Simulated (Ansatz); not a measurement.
A relaxation computed with Ansatz, from input to last step.

```yaml
crystal:
  lattice:
    - [3.1064245753, 0.0, 0.0]
    - [0.0, 3.1064245753, 0.0]
    - [0.0, 0.0, 7.956415714]
  atoms:
    - { symbol: Si, position: [0.0, 0.0, 0.3341041101] }
    - { symbol: Si, position: [0.5, 0.5, 0.1658958899] }
    - { symbol: Si, position: [0.5, 0.5, 0.8341041101] }
    - { symbol: Si, position: [0.0, 0.0, 0.6658958899] }
    - { symbol: W, position: [0.0, 0.0, 0.0] }
    - { symbol: W, position: [0.5, 0.5, 0.5] }
basis:
  ecutwfc: 420
kpoints:
  mp_grid: { grid: [12, 12, 6] }
hamiltonian:
  xc: pbesol
scf:
  occupations: { method: gaussian, width: 0.1 }
output:
  forces: true
  stress: true
  eigenvalues: true
relax:
  adjacent_minimum: "off"
  f_tol: 0.008
  max_steps: 40
  cell: { stress_tol: 0.015, fix: [a, b, gamma] }
```

```bash
ansatz run input.yaml --threads 1 --pin off --max-ram 2560MiB --backend cpu --events-out ev --progress --plain --runs-dir out
```

Level of theory: DFT PBEsol, scalar-relativistic, plane waves, PAW in Ansatz.

Of 5 frames 4 are shown, positions in Å and forces in eV/Å; the SCF threshold varies from step to step. Steps run on the plane waves of an earlier cell, with a Pulay correction in the pressure. The basis is chosen afresh for the last frame, the zero of the energies, and at times for earlier ones too; energy and pressure step there, also at an unchanged geometry.

```xyz
6
Lattice="3.1064 0.0000 0.0000 0.0000 3.1064 0.0000 0.0000 0.0000 7.9564" Properties=species:S:1:pos:R:3:forces:R:3 pbc="T T T" step=1 free_energy_over_end_meV_per_atom=0.62 pressure_GPa=10.50
Si    0.0000    0.0000    2.6583    0.0000    0.0000   -0.0342
Si    1.5532    1.5532    1.3199    0.0000    0.0000    0.0342
Si    1.5532    1.5532    6.6365    0.0000    0.0000   -0.0342
Si    0.0000    0.0000    5.2981    0.0000    0.0000    0.0342
W     0.0000    0.0000    0.0000    0.0000    0.0000    0.0000
W     1.5532    1.5532    3.9782    0.0000    0.0000    0.0000
6
Lattice="3.1064 0.0000 0.0000 0.0000 3.1064 0.0000 0.0000 0.0000 7.9029" Properties=species:S:1:pos:R:3:forces:R:3 pbc="T T T" step=2 free_energy_over_end_meV_per_atom=0.04 pressure_GPa=12.38
Si    0.0000    0.0000    2.6389    0.0000    0.0000   -0.0327
Si    1.5532    1.5532    1.3126    0.0000    0.0000    0.0327
Si    1.5532    1.5532    6.5903    0.0000    0.0000   -0.0327
Si    0.0000    0.0000    5.2640    0.0000    0.0000    0.0327
W     0.0000    0.0000    0.0000    0.0000    0.0000    0.0000
W     1.5532    1.5532    3.9514    0.0000    0.0000    0.0000
6
Lattice="3.1064 0.0000 0.0000 0.0000 3.1064 0.0000 0.0000 0.0000 7.9152" Properties=species:S:1:pos:R:3:forces:R:3 pbc="T T T" step=3 free_energy_over_end_meV_per_atom=-0.02 pressure_GPa=11.91
Si    0.0000    0.0000    2.6423    0.0000    0.0000   -0.0116
Si    1.5532    1.5532    1.3153    0.0000    0.0000    0.0116
Si    1.5532    1.5532    6.5999    0.0000    0.0000   -0.0116
Si    0.0000    0.0000    5.2729    0.0000    0.0000    0.0116
W     0.0000    0.0000    0.0000    0.0000    0.0000    0.0000
W     1.5532    1.5532    3.9576    0.0000    0.0000    0.0000
6
Lattice="3.1064 0.0000 0.0000 0.0000 3.1064 0.0000 0.0000 0.0000 7.9152" Properties=species:S:1:pos:R:3:forces:R:3 pbc="T T T" step=5 free_energy_over_end_meV_per_atom=0.00 pressure_GPa=11.90
Si    0.0000    0.0000    2.6419    0.0000    0.0000   -0.0031
Si    1.5532    1.5532    1.3157    0.0000    0.0000    0.0031
Si    1.5532    1.5532    6.5995    0.0000    0.0000   -0.0031
Si    0.0000    0.0000    5.2732    0.0000    0.0000    0.0031
W     0.0000    0.0000    0.0000    0.0000    0.0000    0.0000
W     1.5532    1.5532    3.9576    0.0000    0.0000    0.0000
```

The run took 67 s on 1 thread of Intel(R) Xeon(R) Processor @ 2.70GHz (shared host), peak memory 0.51 GiB.

Spin–orbit coupling is left out, which can shift energies with elements as heavy as these.